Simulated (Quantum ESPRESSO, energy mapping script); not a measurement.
# MnO2: exchange couplings from total energies (isotropic strain to volume × 0.94), part 2 of 2

How strongly do the moments of MnO2 couple under PBEsol+U (4 eV), QE, GBRV? The plan is to run several orders and fit a Heisenberg model.

PBEsol with U = 4 eV on Mn d, ortho-atomic projectors; plane waves, U on orthogonalised atomic orbitals unless named otherwise, collinear spin, no spin–orbit coupling.

So far. Step 2 (Order 1: parallel, cell A of 12 atoms): The run ends ferromagnetic. Step 3 (Run 2 (compensated +−+−; cell A, 12 atoms)): The run ends antiferromagnetic, 51.76 meV a magnetic atom above the parallel order of its cell.

## 4. Run 3 (parallel; cell B, 6 atoms)

Level of this step: PBEsol with U = 4 eV on Mn d, ortho-atomic projectors, GBRV potentials (Quantum ESPRESSO).

The parallel order again, as the reference for this cell.

File pw.in:

```
&control
  calculation = 'scf'
  prefix = 'pw'
  outdir = './tmp/'
  pseudo_dir = './pseudo/'
  verbosity = 'low'
/
&system
  ibrav = 0
  nat = 6
  ntyp = 2
  ecutwfc = 45
  ecutrho = 360
  nbnd = 44
  occupations = 'smearing'
  smearing = 'fd'
  degauss = 0.00367493
  nspin = 2
  starting_magnetization(1) = 0.3000
/
&electrons
  conv_thr = 1.5e-08
  electron_maxstep = 120
  mixing_beta = 0.3
  mixing_mode = 'plain'
/
ATOMIC_SPECIES
  Mn 54.9380 Mn.upf
  O 15.9990 O.upf
CELL_PARAMETERS angstrom
  2.79667469 0.00000000 0.00000000
  -1.39833734 2.42199133 0.00000000
  0.00000000 0.00000000 10.01307718
ATOMIC_POSITIONS crystal
  Mn 0.00000000 0.00000000 0.00000000
  Mn 0.00000000 0.00000000 0.50000000
  O 0.33333333 0.66666667 0.90685645
  O 0.33333333 0.66666667 0.59314355
  O 0.66666667 0.33333333 0.09314355
  O 0.66666667 0.33333333 0.40685645
K_POINTS automatic
  8 8 2 0 0 0
HUBBARD {ortho-atomic}
U Mn-3d 4
```

On the command line:

```
$ OMP_NUM_THREADS=1 mpirun -n 8 pw.x -nk 8 -in pw.in > pw.out
```

Log:

```text
[banner, memory and clock lines left out]
Program PWSCF v.7.5 starts
[...]
unit-cell volume          =     457.6977 (a.u.)^3
     number of atoms/cell      =            6
[...]
number of electrons       =        54.00
     number of Kohn-Sham states=           44
     kinetic-energy cutoff     =      45.0000  Ry
     charge density cutoff     =     360.0000  Ry
[...]
The total energy is F=E-TS. E is the sum of the following terms:
     one-electron contribution =    -462.33450711 Ry
     hartree contribution      =     251.69309012 Ry
     xc contribution           =     -81.48770355 Ry
     ewald contribution        =    -259.05920918 Ry
     Hubbard energy            =       0.36732491 Ry
     total magnetization       =     6.00 Bohr mag/cell
     absolute magnetization    =     6.70 Bohr mag/cell
     convergence has been achieved in  14 iterations
[key lines of the parts left out:]
!    total energy              =    -550.82100481 Ry
the Fermi energy is     7.6643 ev
```

The job ended after 17 s (8 MPI ranks of Arm Neoverse V1, shared host; peak memory 0.9 GiB; 2.2 min of CPU time).

The run ends ferromagnetic. For each magnetic atom its energy differs from the parallel run of the first cell by 0.01 meV, an error that one common reference would have brought in.

## 5. Run 4 (compensated +−; cell B, 6 atoms)

This order reverses 0 of the 6 neighbours at 2.80 Å and 2 of the 2 neighbours at 5.01 Å, counted for an average magnetic atom.

pw.in: that of step 4 with these lines changed.

```diff
@@ -10,6 +10,6 @@
   nat = 6
-  ntyp = 2
+  ntyp = 3
   ecutwfc = 45
   ecutrho = 360
-  nbnd = 44
+  nbnd = 39
   occupations = 'smearing'
@@ -19,2 +19,3 @@
   starting_magnetization(1) = 0.3000
+  starting_magnetization(2) = -0.3000
 /
@@ -27,3 +28,4 @@
 ATOMIC_SPECIES
-  Mn 54.9380 Mn.upf
+  Mn1 54.9380 Mn.upf
+  Mn2 54.9380 Mn.upf
   O 15.9990 O.upf
@@ -34,4 +36,4 @@
 ATOMIC_POSITIONS crystal
-  Mn 0.00000000 0.00000000 0.00000000
-  Mn 0.00000000 0.00000000 0.50000000
+  Mn1 0.00000000 0.00000000 0.00000000
+  Mn2 0.00000000 0.00000000 0.50000000
   O 0.33333333 0.66666667 0.90685645
@@ -43,2 +45,3 @@
 HUBBARD {ortho-atomic}
-U Mn-3d 4
+U Mn1-3d 4
+U Mn2-3d 4
```

Log:

```text
[banner, memory and clock lines left out]
Program PWSCF v.7.5 starts
[...]
unit-cell volume          =     457.6977 (a.u.)^3
     number of atoms/cell      =            6
[...]
number of electrons       =        54.00
     number of Kohn-Sham states=           39
     kinetic-energy cutoff     =      45.0000  Ry
     charge density cutoff     =     360.0000  Ry
[...]
The total energy is F=E-TS. E is the sum of the following terms:
     one-electron contribution =    -462.33355442 Ry
     hartree contribution      =     251.69165861 Ry
     xc contribution           =     -81.48731849 Ry
     ewald contribution        =    -259.05920918 Ry
     Hubbard energy            =       0.36739520 Ry
     total magnetization       =     0.00 Bohr mag/cell
     absolute magnetization    =     6.70 Bohr mag/cell
     convergence has been achieved in  14 iterations
[key lines of the parts left out:]
!    total energy              =    -550.82102829 Ry
the Fermi energy is     7.5312 ev
```

Elapsed: 15 s, on 8 MPI ranks; peak memory 0.92 GiB; 2 min of CPU time.

The run ends antiferromagnetic, 0.16 meV a magnetic atom below the parallel order of its cell.

## 6. From energies to couplings

Each energy difference is a sum of couplings weighted by the pairs that the order reverses. A few near shells are fitted to the differences by least squares. Energies are those extrapolated to zero occupation width, not the free energies F.

Energies from the parallel order of the same cell:

| order | atoms | energy (meV a magnetic atom) | moments (μB) | moments kept as typed | opposed neighbours at 2.80, 5.01 Å |
| --- | --- | --- | --- | --- | --- |
| parallel in cell A | 12 | 0.00 | 2.69 | yes | 0, 0 |
| compensated +−+− in cell A | 12 | 51.76 | 2.60 | yes | 4, 1 |
| parallel in cell B | 6 | 0.00 | 2.69 | yes | 0, 0 |
| compensated +− in cell B | 6 | -0.16 | 2.69 | yes | 0, 2 |

The Heisenberg fit (each pair counts twice, positive J is ferromagnetic):

| pair | distance (Å) | neighbours | J (meV) |
| --- | --- | --- | --- |
| Mn–Mn | 2.80 | 6 | 6.48 |
| Mn–Mn | 5.01 | 2 | -0.0399 |

These orders cannot tell some unfitted shells from fitted ones: the value at 2.80 Å holds J(2.80) + J(4.84) and the value at 5.01 Å holds J(5.01) + 6 J(5.73) + 6 J(6.97); other unfitted shells add to the values wholly or in part. No temperature is drawn.

## 7. Against the first cell

The first set of orders, under PBEsol+U (4 eV), QE, GBRV, isotropic strain to volume × 1, took 67 min of CPU time summed over its finished orders (seed run apart), these 61 min.

| quantity | this set | first set |
| --- | --- | --- |
| J at 2.80 Å (2.85 Å in the first set), meV | 6.48 | 8.00 |
| J at 5.01 Å (5.11 Å in the first set), meV | -0.0399 | 0.0146 |

The coupling that led in the first set goes from 8.00 to 6.48 meV.

## 8. What came out

* lowest order tried: compensated +− in cell B
* largest fitted value (a combination of shells), Mn–Mn at 2.80 Å: 6.48 meV

What this shows: Of the orders tried, MnO2 (isotropic strain to volume × 0.94) prefers the order “compensated +− in cell B” under PBEsol+U (4 eV), QE, GBRV, with 0 of 6 neighbours at 2.80 Å and 2 of 2 neighbours at 5.01 Å opposed. The margin is only 0.16 meV a magnetic atom, within reach of the numerical errors of such runs. Orders that were not tried, spirals among them, may lie lower. The largest fitted value is 6.5 meV, at 2.80 Å. It is a combination of shells that these orders cannot split, so neither its size nor its sign can be laid on that pair alone. The orders also reverse pairs at 4.84 and 5.73 Å, which are not fitted, so the fitted values hold their part too. No fitted order reverses the pairs at 5.59 Å, so their coupling is unknown and is set to zero in the model. 2 energy differences fix 2 couplings with none to spare, so the fit tests nothing. In the fitted orders moments change by up to 3.2 % against the parallel run of the same cell, so their size stays put. With a near shell that the orders cannot separate, no temperature is given.

[Logs and program files are shortened in this print: banners, set-up blocks, solver, clock and traceback lines can be left out without a mark of their own.]

[Logs are printed without paths, hosts, clocks, repeated set-up lines and the standing remarks that a program may print on its own settings, such as how far it seeks lower states.]

[Hosts, paths, dates, database ids (printed as entryN), source tags and the programs' standing remarks are cut or masked in the printed files.]

[Where a cell is said to come from a database of computed structures, the database is the Materials Project.]
